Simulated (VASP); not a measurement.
Write the native input for VASP 6.6.1 that does the following.

| Property | Result |
| --- | --- |
| Task | band structure |
| Functional | r2SCAN |
| Potentials or basis | VASP PAW PBE potentials, release 64 (Se, W_sv) |
| Cutoff | 520 eV |
| k mesh | 12 × 12 × 1 |
| Occupations | gaussian, width 0.03 eV |
| Spin | no spin polarisation |
| Dipole correction | yes |
| Further INCAR settings | ALGO = All; EDIFF = 1e-07; NBANDS = 20 |

The structure of WSe2 lies in POSCAR:

```
WSe2                                    
1.0
    3.2872502751      0.0000000000      0.0000000000
   -1.6436251375      2.8468422484      0.0000000000
    0.0000000000      0.0000000000     21.3462600000
  Se              W             
     2     1
Direct
     0.3333333300000021    0.6666666699999979    0.4209905798060021
     0.3333333300000021    0.6666666699999979    0.5790094201939979
     0.6666666699999979    0.3333333300000021    0.5000000000000000
```

One way to write it, as run:

INCAR

```
SYSTEM = WSe2
PREC = Accurate ; ENCUT = 520
EDIFF = 1E-7 ; ISMEAR = 0
SIGMA = 0.03 ; LREAL = .FALSE.
LASPH = .TRUE. ; NELM = 120
ALGO = All ; ISIF = 2
LWAVE = .FALSE. ; LCHARG = .FALSE.
LMAXMIX = 4 ; LDIPOL = .TRUE.
IDIPOL = 3 ; DIPOL = 0.5 0.5 0.500
METAGGA = R2SCAN ; LMIXTAU = .TRUE.
NBANDS = 20 ; LVHAR = .TRUE.
LVACPOTAV = .TRUE. ; AMIN = 0.01
```

KPOINTS

```
regular mesh
0
G
  12 12 1
  0 0 0
```

KPOINTS_OPT

```
explicit points
67
Reciprocal
 0.0000000000  0.0000000000  0.0000000000 1
 0.0357142900  0.0000000000  0.0000000000 1
 0.0714285700  0.0000000000  0.0000000000 1
 0.1071428600  0.0000000000  0.0000000000 1
 0.1428571400  0.0000000000  0.0000000000 1
 0.1785714300  0.0000000000  0.0000000000 1
 0.2142857100  0.0000000000  0.0000000000 1
 0.2500000000  0.0000000000  0.0000000000 1
 0.2857142900  0.0000000000  0.0000000000 1
 0.3214285700  0.0000000000  0.0000000000 1
 0.3571428600  0.0000000000  0.0000000000 1
 0.3928571400  0.0000000000  0.0000000000 1
 0.4285714300  0.0000000000  0.0000000000 1
 0.4642857100  0.0000000000  0.0000000000 1
 0.5000000000  0.0000000000  0.0000000000 1
 0.4791666700  0.0416666700  0.0000000000 1
 0.4583333300  0.0833333300  0.0000000000 1
 0.4375000000  0.1250000000  0.0000000000 1
 0.4166666700  0.1666666700  0.0000000000 1
 0.3958333300  0.2083333300  0.0000000000 1
 0.3750000000  0.2500000000  0.0000000000 1
 0.3541666700  0.2916666700  0.0000000000 1
 0.3333333300  0.3333333300  0.0000000000 1
 0.3137254900  0.3137254900  0.0000000000 1
 0.2941176500  0.2941176500  0.0000000000 1
 0.2745098000  0.2745098000  0.0000000000 1
 0.2549019600  0.2549019600  0.0000000000 1
 0.2352941200  0.2352941200  0.0000000000 1
 0.2156862700  0.2156862700  0.0000000000 1
 0.1960784300  0.1960784300  0.0000000000 1
 0.1764705900  0.1764705900  0.0000000000 1
 0.1568627500  0.1568627500  0.0000000000 1
 0.1372549000  0.1372549000  0.0000000000 1
 0.1176470600  0.1176470600  0.0000000000 1
 0.0980392200  0.0980392200  0.0000000000 1
 0.0784313700  0.0784313700  0.0000000000 1
 0.0588235300  0.0588235300  0.0000000000 1
 0.0392156900  0.0392156900  0.0000000000 1
 0.0196078400  0.0196078400  0.0000000000 1
 0.0000000000  0.0000000000  0.0000000000 1
 0.0000000000  0.0000000000  0.0000000000 1
 0.0062834400 -0.0031417200  0.0000000000 1
-0.0062834400  0.0031417200  0.0000000000 1
 0.0183266900 -0.0091633500  0.0000000000 1
-0.0183266900  0.0091633500  0.0000000000 1
-0.0000000000  0.0054416200  0.0000000000 1
 0.0000000000 -0.0054416200  0.0000000000 1
-0.0000000000  0.0158713800  0.0000000000 1
 0.0000000000 -0.0158713800  0.0000000000 1
 0.5000000000  0.0000000000  0.0000000000 1
 0.5062834400 -0.0031417200  0.0000000000 1
 0.4937165600  0.0031417200  0.0000000000 1
 0.5183266900 -0.0091633500  0.0000000000 1
 0.4816733100  0.0091633500  0.0000000000 1
 0.5000000000  0.0054416200  0.0000000000 1
 0.5000000000 -0.0054416200  0.0000000000 1
 0.5000000000  0.0158713800  0.0000000000 1
 0.5000000000 -0.0158713800  0.0000000000 1
 0.3333333300  0.3333333300  0.0000000000 1
 0.3396167700  0.3301916100  0.0000000000 1
 0.3270498900  0.3364750500  0.0000000000 1
 0.3516600200  0.3241699800  0.0000000000 1
 0.3150066400  0.3424966800  0.0000000000 1
 0.3333333300  0.3387749500  0.0000000000 1
 0.3333333300  0.3278917100  0.0000000000 1
 0.3333333300  0.3492047100  0.0000000000 1
 0.3333333300  0.3174619500  0.0000000000 1
```

Potentials or basis: VASP PAW PBE potentials, release 64 (Se, W_sv).

Run with:

```sh
$ cat potpaw_PBE.64/Se/POTCAR potpaw_PBE.64/W_sv/POTCAR > POTCAR
$ mpirun -np 1 vasp_std > vasp.out
```

It gave:

```json
{
 "Largest force": "0.244 eV/Å",
 "Band gap on the k mesh": "1.78 eV, direct",
 "Band gap along the path": "1.78 eV, direct",
 "Ionisation potential of the upper face": "5.26 eV"
}
```

Caveat: the PAW data sets were made with another functional, which shifts forces and pressure a little; spin-orbit coupling is left out, which moves the levels of the heavy elements.

Wall time 8.5 min on 1 thread of Intel(R) Xeon(R) Platinum 8559C (Emerald Rapids) (shared host), peak memory 0.46 GiB.
